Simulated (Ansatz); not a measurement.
# CuI: moving Cu off its site

CuI, Fm-3m, a = 5.724 Å (as given, not relaxed at this level: -3.5 GPa). This isn't the usual stable structure of the compound. Ansatz: PBEsol, PAW, 420 eV, Γ-centred 14×14×14 mesh on 2 atoms, Gaussian smearing 0.15 eV; no spin polarisation.

```
CELL_PARAMETERS angstrom
0.00000 2.86209 2.86209
2.86209 0.00000 2.86209
2.86209 2.86209 0.00000
ATOMIC_POSITIONS crystal
Cu 0.00000 0.00000 0.00000
I 0.50000 0.50000 0.50000
```

Atom 1 (Cu) moves by x along the unit vector (0.000, 0.000, -1.000), with its periodic images; all else is held. y is the free energy of the cell over the start, F the force along the path summed over the moved atoms. Symmetry makes y even in x.

```
  x (Å) y (meV) F (eV/Å)
-0.3000        ?         ?
-0.1500    -0.51      0.01
 0.0000     0.00      0.00
 0.0750    -0.32      0.01
 0.2250     1.86     -0.07
 0.2625     5.26     -0.12
```

Q: Fit y = c2 x² + c4 x⁴ to the energies of the other rows, give the force constant, and predict energy and force of the missing row.

A: Least squares on the rows shown. y = −71.31 x² + 2141 x⁴. The force constant is 2 c2 = -0.143 eV/Å², negative: the site is a maximum along this line, for the cell as given, at -3.5 GPa (for all images moving together, not for a lone atom). The force −dy/dx at the missing row is 0.19 eV/Å (computed 0.20). At x = -0.3000 the fit asked for gives 10.92 meV. The run gave 11.08 meV, so the fit is 0.16 meV too low, 1.4 % of the span of the series, against an rms of 0.01 meV on the fitted rows. The row lies outside the fitted range. With a term in x⁶ added, a fit to the same known rows predicts 11.07 meV, so most of the miss is curvature that the known rows already hold.